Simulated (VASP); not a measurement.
# Sb (R-3m) in VASP: a series of runs

The runs below take Sb through relaxation of cell and atoms, with PBEsol, LDA.

All numbers are computed with VASP 6.6.1; they aren't measurements. Logs are shortened: lines on timing, memory, paths and dates and some standing lists are left out, and cuts for length are marked.

## Step 1: The structure

It takes space group R-3m (No. 166, trigonal). The conventional cell has a = 4.301 Å, b = 4.301 Å, c = 11.232 Å, α = 90.00°, β = 90.00°, γ = 120.00°. Around Sb (site symmetry 3m) lie 3 Sb at 2.90 Å.

## Step 2: Relaxation of cell and atoms, PBEsol

INCAR reads:

```
SYSTEM = Sb
PREC = Accurate ; ENCUT = 600
EDIFF = 1E-7 ; ISMEAR = 0
SIGMA = 0.1 ; LREAL = .FALSE.
LASPH = .TRUE. ; NELM = 100
ALGO = Normal ; ISIF = 3
LWAVE = .FALSE. ; LCHARG = .FALSE.
GGA = PS ; IBRION = 2
NSW = 90 ; EDIFFG = -0.005
```

KPOINTS reads:

```
Automatic mesh
0
G
  12 12 12
  0 0 0
```

POSCAR reads:

```
Sb
1.0
    2.1506000000      1.2416494900      3.7440000000
   -2.1506000000      1.2416494900      3.7440000000
    0.0000000000     -2.4832989800      3.7440000000
Sb
2
Direct
    0.2336400000      0.2336400000      0.2336400000
    0.7663600000      0.7663600000      0.7663600000
```

Potentials or basis: VASP PAW PBE potentials, release 64 (Sb).

On the command line:

```bash
$ cat potpaw_PBE.64/Sb/POTCAR > POTCAR
$ mpirun -np 1 vasp_std > vasp.out
```

OUTCAR:

```text
SYSTEM = Sb
   PREC = Accurate
   ENCUT = 600
   EDIFF = 1E-7
   ISMEAR = 0
   LREAL = .FALSE.
   LASPH = .TRUE.
   NELM = 100
   ISIF = 3
   GGA = PS
   IBRION = 2
   NSW = 90
   EDIFFG = -0.005

 ion  position               nearest neighbor table
   1  0.234  0.234  0.234-   2 2.90   2 2.90   2 2.90   2 3.34   2 3.34   2 3.34
   2  0.766  0.766  0.766-   1 2.90   1 2.90   1 2.90   1 3.34   1 3.34   1 3.34

  LATTYP: Found a trigonal (rhomboedric) cell.
 ALAT       =     4.4926951617
 COS(alpha) =     0.5417152821

  Lattice vectors:

 A1 = (   2.1506000000,   1.2416494900,   3.7440000000)
 A2 = (  -2.1506000000,   1.2416494900,   3.7440000000)
 A3 = (   0.0000000000,  -2.4832989800,   3.7440000000)

Analysis of symmetry for initial positions (statically):
=====================================================================
 Subroutine PRICEL returns:
 Original cell was already a primitive cell.

 Routine SETGRP: Setting up the symmetry group for a
 trigonal (rhombohedral) supercell.

 Subroutine GETGRP returns: Found 12 space group operations
 (whereof 12 operations were pure point group operations)
 out of a pool of 12 trial point group operations.

The static configuration has the point symmetry D_3d.

Analysis of symmetry for dynamics (positions and initial velocities):
=====================================================================
 Subroutine PRICEL returns:
 Original cell was already a primitive cell.

 Routine SETGRP: Setting up the symmetry group for a
 trigonal (rhombohedral) supercell.

 Subroutine GETGRP returns: Found 12 space group operations
 (whereof 12 operations were pure point group operations)
 out of a pool of 12 trial point group operations.

The dynamic configuration has the point symmetry D_3d.

 Subroutine INISYM returns: Found 12 space group operations
 (whereof 12 operations are pure point group operations),
 and found     1 'primitive' translations

----------------------------------------------------------------------------------------

                                     Primitive cell

  volume of cell :      59.9854

  direct lattice vectors                    reciprocal lattice vectors
     2.150600000  1.241649490  3.744000000     0.232493258  0.134230045  0.089031339
    -2.150600000  1.241649490  3.744000000    -0.232493258  0.134230045  0.089031339
     0.000000000 -2.483298980  3.744000000     0.000000000 -0.268460090  0.089031339

  length of vectors
     4.492695162  4.492695162  4.492695163     0.282838115  0.282838115  0.282838115

  position of ions in fractional coordinates (direct lattice)
     0.233640000  0.233640000  0.233640000
     0.766360000  0.766360000  0.766360000

  ion indices of the primitive-cell ions
   primitive index   ion index
                 1           1
                 2           2

----------------------------------------------------------------------------------------

 KPOINTS: Automatic mesh

Automatic generation of k-mesh.
 Grid dimensions read from file:
 generate k-points for:   12   12   12

 Generating k-lattice:

  Cartesian coordinates                     Fractional coordinates (reciprocal lattice)
     0.019374438  0.011185837  0.007419278     0.083333333  0.000000000  0.000000000
    -0.019374438  0.011185837  0.007419278     0.000000000  0.083333333  0.000000000
     0.000000000 -0.022371674  0.007419278     0.000000000  0.000000000  0.083333333

  Length of vectors
     0.023569843  0.023569843  0.023569843

  Shift w.r.t. Gamma in fractional coordinates (k-lattice)
     0.000000000  0.000000000  0.000000000

 Subroutine IBZKPT returns following result:
 ===========================================

 Found    189 irreducible k-points:

 Following reciprocal coordinates:
            Coordinates               Weight
  0.000000  0.000000  0.000000      1.000000
  0.083333 -0.000000 -0.000000      6.000000
  0.166667 -0.000000  0.000000      6.000000
  0.250000 -0.000000  0.000000      6.000000
  0.333333 -0.000000  0.000000      6.000000
  0.416667  0.000000  0.000000      6.000000
[... 16 lines left out ...]
  0.500000  0.166667  0.000000     12.000000
 -0.416667  0.166667 -0.000000     12.000000
 [... further k-points ...]
   k-points           NKPTS =    189   k-points in BZ     NKDIM =    189   number of bands    NBANDS=      9
   number of dos      NEDOS =    301   number of ions     NIONS =      2
   total plane-waves  NPLWV =  46656
   dimension x,y,z NGX =    36 NGY =   36 NGZ =   36
   dimension x,y,z NGXF=    72 NGYF=   72 NGZF=   72
   ions per type =               2
   NGX,Y,Z   is equivalent  to a cutoff of  13.32, 13.32, 13.32 a.u.
   NGXF,Y,Z  is equivalent  to a cutoff of  26.64, 26.64, 26.64 a.u.
 SYSTEM =  Sb
   PREC   = accura    normal or accurate (medium, high low for compatibility)
   ISTART =      0    job   : 0-new  1-cont  2-samecut
   ICHARG =      2    charge: 1-file 2-atom 10-const
   ISPIN  =      1    spin polarized calculation?
   LNONCOLLINEAR =      F non collinear calculations
   LSORBIT =      F    spin-orbit coupling
   LASPH  =      T    aspherical Exc in radial PAW
   ENCUT  =  600.0 eV  44.10 Ry    6.64 a.u.   8.97  8.97  8.97*2*pi/ulx,y,z
   NELM   =    100;   NELMIN=  2; NELMDL= -5     # of ELM steps
   EDIFF  = 0.1E-06   stopping-criterion for ELM
   LREAL  =      F    real-space projection
   EDIFFG = -.5E-02   stopping-criterion for IOM
   NSW    =     90    number of steps for IOM
   IBRION =      2    ionic relax: 0-MD 1-quasi-New 2-CG
   NFREE  =      1    steps in history (QN), initial steepest desc. (CG)
   ISIF   =      3    stress and relaxation
   ISYM   =      2    0-nonsym 1-usesym 2-fastsym
   POTIM  = 0.5000    time-step for ionic-motion
   TEBEG  =    0.0;   TEEND  =   0.0 temperature during run
   PSTRESS=    0.0 pullay stress
   NELECT =      10.0000    total number of electrons
   NUPDOWN=      -1.0000    fix difference up-down
   EMIN   =  10.00;   EMAX   =-10.00  energy-range for DOS
   EFERMI =   0.00;   METHOD = LEGACY
   ISMEAR =     0;   SIGMA  =   0.10  broadening in eV -4-tet -1-fermi 0-gaus
   EFERMI_NEDOS =   21; number of points for ismear=-14 and -15
   IALGO  =     38    algorithm
   IMIX   =      4    mixing-type and parameters
     AMIX     =   0.40;   BMIX     =  1.00
     AMIX_MAG =   1.60;   BMIX_MAG =  1.00
  volume/ion in A,a.u.               =      29.99       202.40
  Fermi-wavevector in a.u.,A,eV,Ry     =   0.901003  1.702649 11.045297  0.811806
  Thomas-Fermi vector in A             =   2.024030
   LORBIT       =      0    0 simple, 1 ext, 2 COOP (PROOUT), +10 PAW based schemes
   GGA     = PS    functional components
   LHFCALC =     F    Hartree Fock is set to
   AEXX    =    0.0000 exact exchange contribution
   IVDW    =     0    specifies the selected vdW correction
   LEPSILON=     F    determine dielectric tensor
   LRPA    =     F    only Hartree local field effects (RPA)
 conjugate gradient relaxation of ions
 non-spin polarized calculation
 Gauss-broadening in eV      SIGMA  =   0.10
  energy-cutoff  :      600.00
  volume of cell :       59.99
 maximum number of plane-waves:      2034
   NGX = 17   NGY = 17   NGZ = 17

--------------------------------------- Ionic step        1  -------------------------------------------

 number of electron      10.0000000 magnetization

 Free energy of the ion-electron system (eV)
  ---------------------------------------------------
  ext. energy  EPLUGINS =         0.00000000
  ---------------------------------------------------
  free energy    TOTEN  =        -9.11092325 eV

  energy without entropy =       -9.11040739  energy(sigma->0) =       -9.11066532

------------------------ aborting loop because EDIFF is reached ----------------------------------------

  FORCE on cell =-STRESS in cart. coord.  units (eV):
  Direction    XX          YY          ZZ          XY          YZ          ZX
  --------------------------------------------------------------------------------------
  -------------------------------------------------------------------------------------
  Total        0.2948701      0.2948701      0.0714706      0.0000000      0.0000000      0.0000000
  in kB        7.8758159      7.8758159      1.9089405      0.0000000      0.0000000      0.0000000
  external PRESSURE =       5.8868574 kB  Pullay stress =       0.0000000 kB

 VOLUME and BASIS-vectors are now :
 -----------------------------------------------------------------------------
  energy-cutoff  :      600.00
  volume of cell :       59.99
      direct lattice vectors                 reciprocal lattice vectors
     2.150600000  1.241649490  3.744000000     0.232493258  0.134230045  0.089031339
    -2.150600000  1.241649490  3.744000000    -0.232493258  0.134230045  0.089031339
     0.000000000 -2.483298980  3.744000000     0.000000000 -0.268460090  0.089031339
[... 253 lines left out ...]
 POSITION                                       TOTAL-FORCE (eV/Angst)
 -----------------------------------------------------------------------------------
      0.00000      0.00000      2.61191        -0.000000      0.000000     -0.011606
      0.00000      0.00000      8.44220         0.000000     -0.000000      0.011606
 -----------------------------------------------------------------------------------
    total drift:                               -0.000000      0.000000     -0.000000

  FREE ENERGIE OF THE ION-ELECTRON SYSTEM (eV)
  ---------------------------------------------------
  free  energy   TOTEN  =        -9.1180202664 eV

  energy  without entropy=       -9.1173499727  energy(sigma->0) =       -9.11768512

--------------------------------------- Ionic step        9  -------------------------------------------

 number of electron      10.0000000 magnetization

 Free energy of the ion-electron system (eV)
  ---------------------------------------------------
  ext. energy  EPLUGINS =         0.00000000
  ---------------------------------------------------
  free energy    TOTEN  =        -9.11804571 eV

  energy without entropy =       -9.11738259  energy(sigma->0) =       -9.11771415

 E-fermi :   7.1949     XC(G=0):  -9.7291

 val. band max:        7.1937822182   @ k =  -0.4167   0.5000   0.4167
 cond. band min:       7.3166799360   @ k =   0.3333   0.1667   0.1667
 fundamental gap:      0.1228977178
 Fermi energy:         7.1948595300

 k-point     1 :       0.0000    0.0000    0.0000
  band No.  band energies     occupation
      1      -5.4930      2.00000
      2       2.5384      2.00000
      3       5.2946      2.00000
      4       5.4382      2.00000
      5       5.4382      2.00000
      6       9.5954      0.00000
      7      10.0755      0.00000
      8      10.0755      0.00000
      9      12.1723      0.00000

 k-point     2 :       0.0833   -0.0000   -0.0000
  band No.  band energies     occupation
      1      -5.4159      2.00000
      2       2.1600      2.00000
      3       5.3175      2.00000
      4       5.4299      2.00000
      5       5.6216      2.00000
      6       9.4990      0.00000
      7       9.8466      0.00000
      8       9.8479      0.00000
      9      11.8819      0.00000
[... 253 lines left out ...]
 k-point    24 :      -0.4167    0.1667   -0.0000
  band No.  band energies     occupation
      1      -2.9329      2.00000
      2      -2.2596      2.00000
      3       3.5545      2.00000
      4       5.1110      2.00000
      5       5.5492      2.00000
      6       8.1812      0.00000
      7       8.5964      0.00000
      8      10.3870      0.00000
      9      13.8430      0.00000

 [... further k-points ...]

------------------------ aborting loop because EDIFF is reached ----------------------------------------

  FORCE on cell =-STRESS in cart. coord.  units (eV):
  Direction    XX          YY          ZZ          XY          YZ          ZX
  --------------------------------------------------------------------------------------
  -------------------------------------------------------------------------------------
  Total        0.0034574      0.0034574      0.0014487      0.0000000     -0.0000000      0.0000000
  in kB        0.0928764      0.0928764      0.0389180      0.0000000     -0.0000000      0.0000000
  external PRESSURE =       0.0748902 kB  Pullay stress =       0.0000000 kB

 VOLUME and BASIS-vectors are now :
 -----------------------------------------------------------------------------
  energy-cutoff  :      600.00
  volume of cell :       59.64
      direct lattice vectors                 reciprocal lattice vectors
     2.162970495  1.248791599  3.680104639     0.231163579  0.133462354  0.090577135
    -2.162970495  1.248791599  3.680104639    -0.231163579  0.133462354  0.090577135
     0.000000000 -2.497583198  3.680104639     0.000000000 -0.266924708  0.090577135

 POSITION                                       TOTAL-FORCE (eV/Angst)
 -----------------------------------------------------------------------------------
      0.00000      0.00000      2.60819        -0.000000      0.000000     -0.001595
      0.00000      0.00000      8.43212         0.000000      0.000000      0.001595
 -----------------------------------------------------------------------------------
    total drift:                               -0.000000     -0.000000      0.000000

  FREE ENERGIE OF THE ION-ELECTRON SYSTEM (eV)
  ---------------------------------------------------
  free  energy   TOTEN  =        -9.1180457065 eV

  energy  without entropy=       -9.1173825916  energy(sigma->0) =       -9.11771415

 reached required accuracy - stopping structural energy minimisation
```

It took 9 min on 1 thread of Intel Xeon Platinum 8375C at 2.90GHz (Ice Lake), shared host; peak memory 0.28 GiB.

Results:

```
Free energy                            : -9.1180 eV
Relaxed volume                         : 29.82 Å³/atom
Relaxed cell                           : a = 4.448 Å, b = 4.448 Å, c = 4.448 Å, α = 58.20°, β = 58.20°, γ = 58.20°
Space group after relaxing (to 0.05 Å) : R-3m (No. 166)
Energy gained by relaxing              : 3.6 meV/atom
Ionic steps                            : 9
Pressure after relaxing                : 0.0 GPa
Band gap on the k mesh                 : none (metal or under the smearing width)
```

The path:
```tsv
step	energy change (eV)	largest force (eV/Å)	pressure (GPa)	volume (Å³)
1	0.0000	0.2184	0.59	59.99
2	-0.0029	0.0384	-0.67	60.95
3	-0.0033	0.0814	-0.36	60.70
4	-0.0052	0.0552	-0.24	60.37
5	-0.0070	0.0033	0.10	59.56
6	-0.0070	0.0010	0.09	59.59
7	-0.0071	0.0165	-0.09	59.72
8	-0.0071	0.0116	-0.03	59.68
9	-0.0071	0.0016	0.01	59.64
```

Final structure:
```yaml
crystal:
  lattice:
    - [2.16297, 1.24879, 3.68010]
    - [-2.16297, 1.24879, 3.68010]
    - [0.00000, -2.49758, 3.68010]
  atoms:
    - { symbol: Sb, position: [0.23624, 0.23624, 0.23624] }
    - { symbol: Sb, position: [0.76376, 0.76376, 0.76376] }
```

Levels at points of the mesh, in eV from the Fermi level:
| k point | band 1 | band 2 | band 3 | band 4 | band 5 | band 6 | band 7 | band 8 | band 9 |
| --- | --- | --- | --- | --- | --- | --- | --- | --- | --- |
| (0.00, 0.00, 0.00) | -12.69 | -4.66 | -1.90 | -1.76 | -1.76 | 2.40 | 2.88 | 2.88 | 4.98 |
| (0.50, 0.00, 0.00) | -10.27 | -9.66 | -1.69 | -1.51 | -0.26 | -0.14 | 0.26 | 0.33 | 7.88 |
| (0.50, 0.50, 0.00) | -10.27 | -7.83 | -5.53 | -3.71 | -3.67 | 1.63 | 5.12 | 5.51 | 7.17 |
| (0.50, 0.50, 0.50) | -10.93 | -9.10 | -1.19 | -1.19 | -0.43 | 0.00 | 0.00 | 0.97 | 7.33 |

Caveat: the PAW data sets were made with another functional, which shifts forces and pressure a little. Spin-orbit coupling is left out, which matters for the levels of Sb.

[end of part 1 of 2]
